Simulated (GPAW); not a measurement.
# Sb in GPAW: convergence with bands over the usual count

The system is Sb.

```
Sb
1.0
    -1.87134    1.87134    1.87134
     1.87134   -1.87134    1.87134
     1.87134    1.87134   -1.87134
Sb
1
Cartesian
  0.0000 0.0000 0.0000
```

This isn't the form of Sb at room conditions, which is rhombohedral.

| Quantity | Value |
| --- | --- |
| Program | GPAW 26.7.0 |
| Task | convergence study |
| Functional | PBEsol |
| Potentials or basis | PAW data sets generated in the run's folder for this functional |
| Cutoff | 600 eV |
| Basis | pw |
| k mesh | 10 × 10 × 10 |
| Occupations | fermi-dirac, width 0.05 eV |
| Spin | no spin polarisation |

These are the settings of the first run; the series varies bands over the usual count, with any setting tied to it.

Hardware: 1 thread of Intel(R) Xeon(R) 6975P-C (Granite Rapids), on a shared host.

```tsv
bands over the usual count	energy less the tightest run, at zero smearing (meV/atom)	SCF cycles	CPU time (s)	peak memory (GiB)
0.72	0.00	8	5.8	0.14
0.8	0.00	8	6	0.14
0.9	0.00	8	6.1	0.14
1	0.00	8	6.5	0.14
1.3	0.00	8	7.4	0.15
1.7	0.00	8	9	0.15
2.5	0.00	8	11	0.16
```

Against the tightest run, the energy stays within 1 meV/atom from 0.72 on. The tightest run that finished is the yardstick and may itself not be fully converged.

The run has no spin-orbit coupling, so splittings on Sb are missing.
